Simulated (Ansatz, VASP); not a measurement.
## Two plane-wave programs on AlN

```
Al N
1.0
     3.12859    0.00000    0.00000
    -1.56429    2.70944    0.00000
     0.00000    0.00000    5.01695
Al N
2 2
Direct
  0.66667 0.33333 0.49929
  0.33333 0.66667 0.99929
  0.66667 0.33333 0.88071
  0.33333 0.66667 0.38071
```

The cell is a database's computed one.

Alike in both runs: task relaxation of cell and atoms; functional PBE; dispersion D3(BJ); k mesh 12 × 12 × 6; occupations gaussian, width 0.02 eV; no spin polarisation.

|  | VASP | Ansatz |
| --- | --- | --- |
| version | VASP 6.6.1 | Ansatz 0.2.0 |
| potentials or method | VASP PAW PBE potentials, release 64 (Al, N) | scalar-relativistic, plane waves, PAW |
| plane-wave cutoff (eV) | 600 | 420 |
| valence electrons in the cell | 16 | 16 |

|  | VASP | Ansatz | Ansatz less VASP |
| --- | --- | --- | --- |
| gap on the k mesh at the Fermi level, each at its own relaxed structure (eV) | 4.25 | 4.21 | -0.039 |
| relaxed volume (Å³/atom) | 10.40 | 10.42 | +0.022 |
| relaxed cell length with the largest relative difference (Å) | 3.106 | 3.110 | +0.0037 |
| energy change over the relaxation (meV/atom) | -3 | -3 | +0.6 |

Ansatz warned: «structure_snapped_to_symmetry».

A k mesh can miss the band edges. As with any semilocal functional, this PBE gap is likely too small.
